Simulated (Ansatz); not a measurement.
Runs of Ansatz 0.2.0 on SnSe. The cell holds a slab with vacuum, 4 atoms: a = 4.285 Å, b = 4.285 Å, c = 10.991 Å, α = 90.00°, β = 90.00°, γ = 90.00°. 

```csv
share of exact exchange,gap on the mesh (eV),largest force (eV/Å)
0.4,2.36,(b)
0.5,2.60,0.16
0.25,2.02,(a)
0.3,2.13,0.30
```

Alike in all rows: task single point; level HSE06 form with a typed share of exact exchange; potentials or basis Ansatz PAW; no spin polarisation; cell as given; k mesh 3 × 3 × 2; cutoff (eV) 420; smearing fermi-dirac 0.05 eV; the mesh is coarse, so values aren't converged.

Task: Fill in the values left out.

Result: (a) 0.36; (b) 0.18.

Caveats: all runs use coarse meshes; odd divisions of the mesh miss points on the zone boundary, where band edges often lie, so the gap on the mesh can be too wide; spin-orbit coupling is left out, which moves the levels of the heavy elements; the PAW data sets come from PBE, with cores solved anew for the run's functional, which leaves a small shift of forces and pressure.

A k mesh can miss the band edges, and the runs leave out spin-orbit coupling on Se, Sn.
